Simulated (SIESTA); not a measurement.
# C (Fd-3m) in SIESTA: a series of runs, part 2 of 2

SIESTA 5.4.2. Earlier steps stand in the parts before.

**4. Wannier functions, PBE**

The input, C.fdf:

```
SystemName                      Diamond
SystemLabel                     C
NumberOfSpecies                 1
NumberOfAtoms                   2
%block ChemicalSpeciesLabel
  1   6 C
%endblock ChemicalSpeciesLabel

LatticeConstant                 1.0 Ang
%block LatticeVectors
     0.0000000000     1.7833700000     1.7833700000
     1.7833700000     0.0000000000     1.7833700000
     1.7833700000     1.7833700000     0.0000000000
%endblock LatticeVectors
AtomicCoordinatesFormat         Fractional
%block AtomicCoordinatesAndAtomicSpecies
     0.7500000000     0.7500000000     0.7500000000  1  C
     0.5000000000     0.5000000000     0.5000000000  1  C
%endblock AtomicCoordinatesAndAtomicSpecies

%block kgrid.MonkhorstPack
   10   0   0  0.0
    0  10   0  0.0
    0   0  10  0.0
%endblock kgrid.MonkhorstPack
XC.Functional                   GGA
XC.Authors                      PBE
PAO.BasisSize                   TZP
PAO.EnergyShift                 0.003 Ry
Mesh.Cutoff                     500 Ry
OccupationFunction              FD
ElectronicTemperature           0.05 eV
MaxSCFIterations                120
SCF.MustConverge                false
SCF.Mixer.Method                Pulay
SCF.Mixer.Weight                0.25
SCF.Mixer.History               8
SCF.DM.Tolerance                5.0e-05
SCF.H.Tolerance                 1.0e-03 eV
WriteForces                     true
Charge.Mulliken                 end
Siesta2Wannier90.WriteMmn       true
Siesta2Wannier90.WriteAmn       true
Siesta2Wannier90.WriteEig       true
Siesta2Wannier90.NumberOfBands  4
```

The input, C.win:

```
num_wann = 4
num_bands = 4
num_iter = 2000
num_cg_steps = 50
precond = true
conv_tol = 1.0e-7
conv_window = 5
num_print_cycles = 50
guiding_centres = true

begin unit_cell_cart
ang
   0.0000000000     1.7833700000     1.7833700000
   1.7833700000     0.0000000000     1.7833700000
   1.7833700000     1.7833700000     0.0000000000
end unit_cell_cart

begin atoms_frac
C     0.7500000000     0.7500000000     0.7500000000
C     0.5000000000     0.5000000000     0.5000000000
end atoms_frac

begin projections
f=0.62500,0.62500,0.62500:s
f=0.62500,0.62500,1.12500:s
f=1.12500,0.62500,0.62500:s
f=0.62500,1.12500,0.62500:s
end projections

mp_grid = 6 6 6
begin kpoints
   0.0000000000     0.0000000000     0.0000000000
   0.0000000000     0.0000000000     0.1666666667
   0.0000000000     0.0000000000     0.3333333333
   0.0000000000     0.0000000000     0.5000000000
   0.0000000000     0.0000000000     0.6666666667
   0.0000000000     0.0000000000     0.8333333333
[... 208 lines left out ...]
   0.8333333333     0.8333333333     0.6666666667
   0.8333333333     0.8333333333     0.8333333333
end kpoints
```

Potentials or basis: PseudoDojo 0.4 standard (PBE files), TZP (energy shift 0.003 Ry).

Run with:

```
wannier90.x -pp C
siesta < C.fdf > C.out 2>&1
wannier90.x C
```

C.out:

```text
Version         : 5.4.2

                           ***********************
                           *  WELCOME TO SIESTA  *
                           ***********************

 NOTE: Siesta V5 introduces some new defaults for basis-set generation
 NOTE: which might lead to slightly different numerical results.
 NOTE: Please see the manual for full details and compatibility measures.

reinit: Reading from standard input
reinit: Dumping input in INPUT_TMP.91654
************************** Dump of input data file ****************************
SystemName                      Diamond
SystemLabel                     C
NumberOfSpecies                 1
NumberOfAtoms                   2
%block ChemicalSpeciesLabel
  1   6 C
%endblock ChemicalSpeciesLabel
LatticeConstant                 1.0 Ang
%block LatticeVectors
     0.0000000000     1.7833700000     1.7833700000
     1.7833700000     0.0000000000     1.7833700000
     1.7833700000     1.7833700000     0.0000000000
%endblock LatticeVectors
AtomicCoordinatesFormat         Fractional
%block AtomicCoordinatesAndAtomicSpecies
     0.7500000000     0.7500000000     0.7500000000  1  C
     0.5000000000     0.5000000000     0.5000000000  1  C
%endblock AtomicCoordinatesAndAtomicSpecies
%block kgrid.MonkhorstPack
   10   0   0  0.0
    0  10   0  0.0
    0   0  10  0.0
%endblock kgrid.MonkhorstPack
XC.Functional                   GGA
XC.Authors                      PBE
PAO.BasisSize                   TZP
PAO.EnergyShift                 0.003 Ry
Mesh.Cutoff                     500 Ry
OccupationFunction              FD
ElectronicTemperature           0.05 eV
MaxSCFIterations                120
SCF.MustConverge                false
SCF.Mixer.Method                Pulay
SCF.Mixer.Weight                0.25
SCF.Mixer.History               8
SCF.DM.Tolerance                5.0e-05
SCF.H.Tolerance                 1.0e-03 eV
WriteForces                     true
Charge.Mulliken                 end
Siesta2Wannier90.WriteMmn       true
Siesta2Wannier90.WriteAmn       true
Siesta2Wannier90.WriteEig       true
Siesta2Wannier90.NumberOfBands  4
************************** End of input data file *****************************

reinit: -----------------------------------------------------------------------
reinit: System Name: Diamond
reinit: -----------------------------------------------------------------------
reinit: System Label: C
reinit: -----------------------------------------------------------------------

initatom: Reading input for the pseudopotentials and atomic orbitals ----------
Species number:   1 Atomic number:    6 Label: C

Ground state valence configuration (from tables):   2s02  2p02  3d00  4f00

---- Processing specs for species: C
Reading pseudopotential information in PSML from:
  C.psml
[... 426 lines left out ...]

siesta: Stress tensor (static) (eV/Ang**3):
siesta:    -0.037990   -0.000001   -0.000001
siesta:    -0.000001   -0.037990   -0.000001
siesta:    -0.000001   -0.000001   -0.037990

siesta: Cell volume =         11.343690 Ang**3

siesta: Pressure (static):
siesta:                Solid            Molecule  Units
siesta:           0.00041376          0.00041370  Ry/Bohr**3
siesta:           0.03798997          0.03798418  eV/Ang**3
siesta:          60.86664247         60.85735814  kBar

Basis Enthalpy Calculation:
    Basis Pressure for species 1(C) :      0.2000000 GPa

    Orbital volume contribution        =           1.435690 eV
    (Free)E + p_basis*V_orbitals       =        -325.877376 eV
    (Free)Eharris+ p_basis*V_orbitals  =        -325.877376 eV

mulliken: Atomic and Orbital Populations:

Species: C
Atom  Qatom  Qorb
               2s      2s      2s      2py     2pz     2px     2py     2pz
               2px     2py     2pz     2px     3Pdxy   3Pdyz   3Pdz2   3Pdxz
               3Pdx2-y2
   1  4.000   0.395   0.346   0.359   0.383   0.383   0.383   0.188   0.188
              0.188   0.310   0.310   0.310   0.058   0.058   0.041   0.058

              0.041
   2  4.000   0.395   0.345   0.359   0.384   0.384   0.384   0.187   0.187
              0.187   0.310   0.310   0.310   0.058   0.058   0.041   0.058

              0.041

mulliken: Qtot =        8.000

Mulliken Atomic Populations:
Atom #   charge [q] valence [e]  Species
     1     0.000075    3.999925  C
     2    -0.000075    4.000075  C
 Total     0.000000

siesta2wannier90: Reading the C.nnkp file

read_nnkp: Checking info from the C.nnkp file
read_nnkp: Reading data about real lattice
read_nnkp:      - Real lattice is ok
read_nnkp: Reading data about reciprocal lattice
read_nnkp:      - Reciprocal lattice is ok
read_nnkp: Reading data about k-points
read_nnkp: Reading data about projection centers
read_nnkp: Reading data about k-point neighbours
read_nnkp: Reading data about excluded bands

noccbands: Total number of electrons     8
noccbands: Number of occupied bands     4
number_bands_wannier: Number of bands for wannierization
number_bands_wannier: before excluding bands             =     4    0

Number of bands for wannierization after excluding bands:    4    0
Bands to be wannierized:
    1    2    3    4
 diagonalizeHk: Node, nincbands_loc_wannier =     0    4

switch_local_projection: Populating the relevant matrices for
switch_local_projection: the post-processing interface with Wannier 90

compute_pw_matrix: Computing the matrix elements of a plane wave

mmn: Overlap matrices between periodic part of wavefunctions
mmn: written in C.mmn file
Registered Wannier projectors for manifold 1:
    27 trial_orbital: center =    4.213   4.213   4.213 Bohr
 zaxis  =    0.000   0.000   1.000
 xaxis  =    1.000   0.000   0.000
 yaxis  =    0.000   1.000   0.000
 zovera =    1.890 Bohr**-1
 r      =     1
 mr     =     1
 l      =     0
 rcut   =    3.669 Bohr
 lmax   =     0
 basis? =     F
 orbital=     0
 gindex =     0
    28 trial_orbital: center =    5.898   5.898   4.213 Bohr
 zaxis  =    0.000   0.000   1.000
 xaxis  =    1.000   0.000   0.000
 yaxis  =    0.000   1.000   0.000
[... 21 lines left out ...]
 gindex =     0
    30 trial_orbital: center =    5.898   4.213   5.898 Bohr
 zaxis  =    0.000   0.000   1.000
 xaxis  =    1.000   0.000   0.000
 yaxis  =    0.000   1.000   0.000
 zovera =    1.890 Bohr**-1
 r      =     1
 mr     =     1
 l      =     0
 rcut   =    3.669 Bohr
 lmax   =     0
 basis? =     F
 orbital=     0
 gindex =     0

amn: Overlap matrices between trial projection functions and wavefunctions
amn: written in C.amn file

eig: Eigenvalues of the Hamiltonian
eig: written in C.eigW file

siesta2wannier90: All the information dumped in the corresponding files
siesta2wannier90: End of the interface between Siesta and Wannier90

Job completed
```

It took 53 s on 1 thread of Intel Xeon 6975P-C (Granite Rapids), shared host; peak memory 0.32 GiB.

Results:

```yaml
Free_energy: -327.3131 eV
Pressure: 6.1 GPa
Band_gap_on_the_k_mesh: 4.30 eV, indirect (least direct gap 5.65 eV)
Total_Wannier_spread: 2.91 Å² over 4 functions
```

Wannier centres (Å) and spreads (Å²):
| function | x | y | z | spread |
| --- | --- | --- | --- | --- |
| 1 | 2.229 | 2.229 | 2.229 | 0.728 |
| 2 | 3.121 | 3.121 | 2.229 | 0.728 |
| 3 | 2.229 | 3.121 | 3.121 | 0.728 |
| 4 | 3.121 | 2.229 | 3.121 | 0.728 |

Caveat: the basis of atomic orbitals isn't converged, which shifts pressures, moduli and gaps. A k mesh can miss the band edges.

**5. The runs side by side**

```tsv
task	level	potentials or basis	k mesh	wannier functions	bands left out below	wannier mesh	gap on the mesh (eV)	pressure (GPa)
band structure	PBEsol	PseudoDojo 0.4 standard (PBEsol files), DZP (energy shift 0.003 Ry)	13 × 13 × 13	-	-	-	4.15	5.1
band structure	LDA	PseudoDojo 0.4 standard (LDA files), DZP (energy shift 0.003 Ry)	13 × 13 × 13	-	-	-	4.24	-3.1
Wannier functions	PBE	PseudoDojo 0.4 standard (PBE files), TZP (energy shift 0.003 Ry)	10 × 10 × 10	4	0	6 × 6 × 6	4.30	6.1
```

Alike in all rows: no spin polarisation; cell as given; smearing fermi-dirac 0.05 eV; grid cutoff 500 Ry; energy shift 0.003 Ry.

Caveats: the basis of atomic orbitals isn't converged, which shifts pressures, moduli and gaps.

Absolute energies hang on the potentials; compare differences alone.
